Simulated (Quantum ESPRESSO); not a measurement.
Si2W under changes of volume

One of the cells (13.479 Å³/atom); the others are scaled copies at fixed shape and fractional positions:

```
CELL_PARAMETERS angstrom
-1.60690 1.60690 3.91495
1.60690 -1.60690 3.91495
1.60690 1.60690 -3.91495
ATOMIC_POSITIONS crystal
W 0.00000 0.00000 0.00000
Si 0.66530 0.66530 0.00000
Si 0.33470 0.33470 0.00000
```

```yaml
Program: Quantum ESPRESSO 7.5
Functional: PBE
Potentials_or_basis: SSSP 1.3 efficiency PBE
Cutoff: 748 eV
Density_cutoff: 5987 eV
k_mesh: 12 × 12 × 12
Occupations: fermi-dirac, width 0.05 eV
Spin: no spin polarisation
```

```tsv
volume (Å³/atom)	energy over the lowest point (meV/atom)	pressure (GPa)	largest force (eV/Å)
12.670	59.50	20.2	0.265
12.939	30.79	14.0	0.200
13.209	?	?	?
13.479	1.99	3.4	0.081
13.748	0.00	-1.0	0.028
14.018	5.17	-5.1	0.023
14.287	16.79	-8.7	0.071
```

Task: What does the run at 13.209 Å³/atom give?

Result: Energy over the lowest point 11.95 meV/atom; pressure 8.4 GPa; largest force 0.139 eV/Å.

Worked out: A Birch-Murnaghan fit of order 3 (a polynomial in V^(-2/3)) to the other rows has its minimum at 13.68 Å³/atom with B0 = V·E''(V) = 221 GPa and B' = 4.5 at fixed shape and positions, which overstates the stiffness. It gives 11.93 meV/atom at 13.209 Å³/atom, against the run's 11.95, and -dE/dV = 8.5 GPa, against 8.4.

Energies are extrapolated to zero smearing.
